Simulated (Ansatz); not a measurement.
This script for a Delta-SCF excitation of AlP, space group F-43m with Ansatz's Python interface holds a mistake.

Script `run_dscf.py`:
```python
"""Promote one electron across the gap of AlP."""

import ansatz as az
from pymatgen.core import Lattice, Structure
from pymatgen.io.ase import AseAtomsAdaptor

pmg_structure = Structure(
    Lattice([(0.0, 2.7255, 2.7255), (2.7255, 0.0, 2.7255), (2.7255, 2.7255, 0.0)]),
    ["Al", "P"],
    [
        (0.0, 0.0, 0.0),
        (0.25, 0.25, 0.25),
    ],
)
cell = az.Crystal.from_ase(AseAtomsAdaptor.get_atoms(pmg_structure))

ground = (
    cell.calculation()
    .functional(az.Functional.PBESOL)
    .basis(420)
    .kpoints(2, 2, 2)
    .occupations("fermi_dirac", width=0.01)  # the run then minimises F = E - TS
    .scf(extra_bands=4)
    .band_table()
)
excited = ground.excitation(hole_k=0, hole_band="v1", hole_track="overlap", particle_k=0, particle_band="c1", particle_track="overlap")
low, high = ground.run(outdir="tmp", threads=1).report, excited.run(threads=1).report
share = low["kweights"][0]
top = round(low["n_electrons"] / 2)
print("Kohn-Sham gap at the first k-point:", round(low["eigenvalues_ev"][0][top] - low["eigenvalues_ev"][0][top - 1], 3), "eV")
print("energy difference per cell:", round(high["lagrangian_ev"] - low["lagrangian_ev"], 4), "eV; weight of the point", round(share, 4))
print("per electron moved:", round((high["lagrangian_ev"] - low["lagrangian_ev"]) / share, 3), "eV")
```

```console
$ python run_dscf.py
Traceback (most recent call last):
  File "run_dscf.py", line 27, in <module>
    low, high = ground.run(outdir="tmp", threads=1).report, excited.run(threads=1).report
                ~~~~~~~~~~^^^^^^^^^^^^^^^^^^^^^^^^^
TypeError: Calculation.run() got an unexpected keyword argument 'outdir'
```

Why does it end like this?

The fault: run() has no such keyword. The change:

```diff
--- before
+++ after
@@ -26,3 +26,3 @@
 excited = ground.excitation(hole_k=0, hole_band="v1", hole_track="overlap", particle_k=0, particle_band="c1", particle_track="overlap")
-low, high = ground.run(outdir="tmp", threads=1).report, excited.run(threads=1).report
+low, high = ground.run(threads=1).report, excited.run(threads=1).report
 share = low["kweights"][0]
```

With that change:

`python run_dscf.py` gives:
```text
DeckWarning: ΔSCF: scf.occupations.excite at one k-point of several moves 0.1250 of an electron a cell, so the energy, the forces and a relaxation hold that part of the excitation. That is right for [...]
RunWarning: ΔSCF hole: seed band 3 (bands are counted from 0) lies in a 3-fold degenerate manifold [1, 2, 3] at 1.0e-4 eV resolution, on a gap of 3.17e0 eV certified (the least, over the bands [...]
Kohn-Sham gap at the first k-point: 3.169 eV
energy difference per cell: 0.3953 eV; weight of the point 0.125
per electron moved: 3.162 eV
```
(Warnings from the package without file and line, shortened.)

What to keep in mind:
- Semilocal gaps usually lie well under measured ones.
- The computed bands are complete only to about 3.7 eV above the Fermi level.
- The k-point mesh is coarse, and energy and stress weren't tested for convergence.
- Of the deposited cell: the entry's cell lengths or inner coordinates differ somewhat from later room-temperature determinations.
- The structure is a deposited one; some such entries were measured under pressure or heat, so a shift against it needn't be the functional's error alone.
- Levels are Kohn-Sham eigenvalues on this mesh.
- One k-point of a small cell stands for a dense array of excitations, so this isn't the optical gap of the solid.
- Timing: 1.9 s on 1 thread of Arm Neoverse V1, with other jobs on the host, peak memory 0.31 GiB.
